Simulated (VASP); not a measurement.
Wanted: the native input for a VASP 6.6.1 run.

```yaml
Task: relaxation of cell and atoms
Functional: PBE
Potentials_or_basis: VASP PAW PBE potentials, release 64 (Si, Mo_sv)
Cutoff: 520 eV
k_mesh: 6 × 6 × 6
Occupations: gaussian, width 0.1 eV
Spin: no spin polarisation
Further_INCAR_settings: ALGO = Normal; EDIFF = 1e-07; IBRION = 2; EDIFFG = -0.002; NSW = 80; ISIF = 3
```

The structure of Si2Mo lies in POSCAR:

```
Si2Mo
1.0
   -1.6000000000      1.6000000000      3.9305000000
    1.6000000000     -1.6000000000      3.9305000000
    1.6000000000      1.6000000000     -3.9305000000
Si Mo
2 1
Direct
    0.3330000000      0.3330000000      0.0000000000
    0.6670000000      0.6670000000      0.0000000000
    0.0000000000      0.0000000000      0.0000000000
```

These files were run (other wordings do the same):

INCAR

```
SYSTEM = Si2Mo
PREC     = Accurate       ! precision mode
ENCUT    = 520            ! plane-wave cutoff, eV
EDIFF    = 1E-7           ! SCF threshold, eV
ISMEAR   = 0              ! smearing method
SIGMA    = 0.1            ! smearing width, eV
LREAL    = .FALSE.        ! projectors in reciprocal space
LASPH    = .TRUE.         ! aspherical terms in the spheres
NELM     = 80             ! most SCF steps
ALGO     = Normal         ! electronic algorithm
ISIF     = 3              ! what is computed and relaxed
LWAVE    = .FALSE.        ! write WAVECAR
LCHARG   = .FALSE.        ! write CHGCAR
GGA      = PE             ! functional
IBRION   = 2              ! ionic algorithm
NSW      = 80             ! ionic steps
EDIFFG   = -0.002         ! ionic threshold
KPAR     = 4
```

KPOINTS

```
regular mesh
0
G
  6 6 6
  0 0 0
```

Potentials or basis: VASP PAW PBE potentials, release 64 (Si, Mo_sv).

Launch:

```console
$ cat potpaw_PBE.64/Si/POTCAR potpaw_PBE.64/Mo_sv/POTCAR > POTCAR
$ mpirun -np 4 vasp_std > vasp.out
```

Results of the run:

| Quantity | Value |
| --- | --- |
| Relaxed volume | 13.58 Å³/atom |
| Relaxed cell | a = 4.547 Å, b = 4.547 Å, c = 4.547 Å, α = 138.57°, β = 138.57°, γ = 60.03° |
| Space group after relaxing (to 0.05 Å) | I4/mmm (No. 139) |
| Energy gained by relaxing | 2.5 meV/atom |
| Ionic steps | 7 |
| Pressure after relaxing | 0.0 GPa |
| Band gap on the k mesh | none (metal or under the smearing width) |

Caveat: the k mesh is coarse (spacing up to 0.46 Å⁻¹), so the values aren't converged.

Wall time 83 s on 4 MPI ranks on Intel(R) Xeon(R) Platinum 8375C CPU @ 2.90GHz (Ice Lake), with other jobs on the host, peak memory 0.2 GiB a rank.
